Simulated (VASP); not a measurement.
## A VASP 6.6.1 single-point calculation on HgTe

INCAR

```
LWAVE = .FALSE.
LDAU = .TRUE.
GGA = PE
NBANDS = 16
LCHARG = .FALSE.
LREAL = Auto
ISIF = 2
SIGMA = 0.02
ISMEAR = -1
LDAUTYPE = 2
LASPH = .TRUE.
EDIFF = 1E-7
NELM = 120
ENCUT = 520
LMAXMIX = 4
LDAUJ = 0 0
LDAUU = 4.0 0
NSW = 0
LDAUL = 2 -1
IBRION = -1
PREC = Accurate
```

KPOINTS

```
KPOINTS created by Atomic Simulation Environment
0
Gamma
6 6 6
0 0 0
```

POSCAR

```
Hg Te
 1.0000000000000000
     0.0000000000000000    3.2891578862915543    3.2891578862915543
     3.2891578862915543    0.0000000000000000    3.2891578862915543
     3.2891578862915543    3.2891578862915543    0.0000000000000000
 Hg  Te
   1   1
Cartesian
  0.0000000000000000  0.0000000000000000  0.0000000000000000
  1.6445789431457767  1.6445789431457767  1.6445789431457767
```

The recommended PBE PAW datasets give the neutral cell 18 valence electrons.

Command

```
mpirun -np 1 vasp_std
```

OSZICAR

```
N       E                     dE             d eps       ncg     rms          rms(c)
DAV:   1     0.107037135034E+03    0.10704E+03   -0.79890E+03   512   0.960E+02
DAV:   2     0.115556169099E+01   -0.10588E+03   -0.10067E+03   624   0.222E+02
DAV:   3    -0.285323939766E+01   -0.40088E+01   -0.40030E+01   600   0.471E+01
DAV:   4    -0.289147584143E+01   -0.38236E-01   -0.38235E-01   816   0.425E+00
DAV:   5    -0.289156352764E+01   -0.87686E-04   -0.87686E-04   624   0.185E-01    0.827E+00
DAV:   6    -0.273707710513E+01    0.15449E+00   -0.35193E-01   576   0.688E+00    0.565E+00
DAV:   7    -0.274163524586E+01   -0.45581E-02   -0.98783E-02   568   0.214E+00    0.174E+00
DAV:   8    -0.274271112691E+01   -0.10759E-02   -0.14436E-02   576   0.133E+00    0.540E-01
DAV:   9    -0.274309869398E+01   -0.38757E-03   -0.87050E-04   624   0.276E-01    0.150E-01
DAV:  10    -0.274315272939E+01   -0.54035E-04   -0.11846E-04   608   0.116E-01    0.449E-02
DAV:  11    -0.274317080540E+01   -0.18076E-04   -0.34232E-05   592   0.493E-02    0.247E-02
DAV:  12    -0.274317071291E+01    0.92492E-07   -0.23187E-06   640   0.131E-02    0.461E-03
DAV:  13    -0.274317112750E+01   -0.41459E-06   -0.18616E-06   568   0.691E-03    0.873E-03
DAV:  14    -0.274317118508E+01   -0.57583E-07   -0.51497E-08   520   0.196E-03
   1 F= -.27431712E+01 E0= -.27429943E+01  d E =-.353778E-03
```

From OUTCAR

```
k-points           NKPTS =     16   k-points in BZ     NKDIM =     16   number of bands    NBANDS=     16

   NELECT =      18.0000    total number of electrons

   dimension x,y,z NGX =    36 NGY =   36 NGZ =   36
   dimension x,y,z NGXF=    72 NGYF=   72 NGZF=   72

  energy-cutoff  :      520.00
  volume of cell :       71.17
      direct lattice vectors                 reciprocal lattice vectors
     0.000000000  3.289157886  3.289157886    -0.152014594  0.152014594  0.152014594
     3.289157886  0.000000000  3.289157886     0.152014594 -0.152014594  0.152014594
     3.289157886  3.289157886  0.000000000     0.152014594  0.152014594 -0.152014594

 k-points in reciprocal lattice and weights: KPOINTS created by Atomic Simulation Env
   0.00000000  0.00000000  0.00000000       0.005
   0.16666667  0.00000000  0.00000000       0.037
   0.33333333  0.00000000  0.00000000       0.037
   0.50000000  0.00000000  0.00000000       0.019
   0.16666667  0.16666667  0.00000000       0.028
   0.33333333  0.16666667  0.00000000       0.111
   0.50000000  0.16666667  0.00000000       0.111
  -0.33333333  0.16666667  0.00000000       0.111
   ...

 E-fermi :   2.3913

 k-point     1 :       0.0000    0.0000    0.0000
  band No.  band energies     occupation
      1      -9.0320      2.00000
      2      -6.0340      2.00000
      3      -6.0340      2.00000
      4      -6.0340      2.00000
      5      -5.6520      2.00000
      6      -5.6520      2.00000
      7       1.7953      2.00000
      8       2.3775      1.33338
      9       2.3775      1.33338
     10       2.3775      1.33338
     11       6.9440      0.00000
     12       6.9440      0.00000
     13       6.9440      0.00000
     14       9.0572      0.00000
     15      11.7999      0.00000
     16      11.7999      0.00000

 k-point     2 :       0.1667    0.0000    0.0000
  band No.  band energies     occupation
      1      -8.9403      2.00000
      2      -6.0091      2.00000
      3      -6.0091      2.00000
      4      -5.9336      2.00000
      5      -5.6538      2.00000
      6      -5.6538      2.00000
      7       0.1633      2.00000
      8       2.1438      1.99999
      9       2.1438      1.99999
     10       3.3213      0.00000
     11       6.8937      0.00000
     12       7.2742      0.00000
     13       7.2742      0.00000
     14      10.3293      0.00000
     15      10.9379      0.00000
     16      10.9379      0.00000

 k-point     3 :       0.3333    0.0000    0.0000
  band No.  band energies     occupation
      1      -8.7614      2.00000
      2      -5.9650      2.00000
      3      -5.9650      2.00000
      4      -5.6495      2.00000
      5      -5.6495      2.00000
      6      -5.5880      2.00000
      7      -1.6504      2.00000
      8       1.7474      2.00000
      9       1.7474      2.00000
     10       3.3923      0.00000
     11       7.6031      0.00000
     12       7.6031      0.00000
     13       8.2942      0.00000
     14      10.1676      0.00000
     15      11.2664      0.00000
     16      11.2664      0.00000

 ...

  Total        0.5382802      0.5382802      0.5382802     -0.0000000     -0.0000000      0.0000000
  in kB       12.1181086     12.1181086     12.1181086     -0.0000000     -0.0000000      0.0000000
  external PRESSURE =      12.1181086 kB  Pullay stress =       0.0000000 kB

 POSITION                                       TOTAL-FORCE (eV/Angst)
 -----------------------------------------------------------------------------------
      0.00000      0.00000      0.00000        -0.000000      0.000000      0.000000
      1.64458      1.64458      1.64458         0.000000     -0.000000     -0.000000
 -----------------------------------------------------------------------------------
    total drift:                               -0.000000     -0.000000     -0.000000

  FREE ENERGIE OF THE ION-ELECTRON SYSTEM (eV)
  ---------------------------------------------------
  free  energy   TOTEN  =        -2.7431711851 eV

  energy  without entropy=       -2.7428174074  energy(sigma->0) =       -2.74299430
```

It converged. Results: gap between bands v and c on the k mesh 0.00 eV; least direct gap on the k mesh 0.00 eV; pressure 1.2 GPa. Band v is the last that the valence electrons fill when counted band by band, and c is the next.

For comparison, a separate PBE run of the intended cell, on usual settings and not on those above, gives a gap of 0.00 eV on its mesh and a pressure of 1.3 GPa.

The run above took about 25 s on one core of a shared host (Intel Xeon Platinum 8488C) and held 0.21 GiB at most.
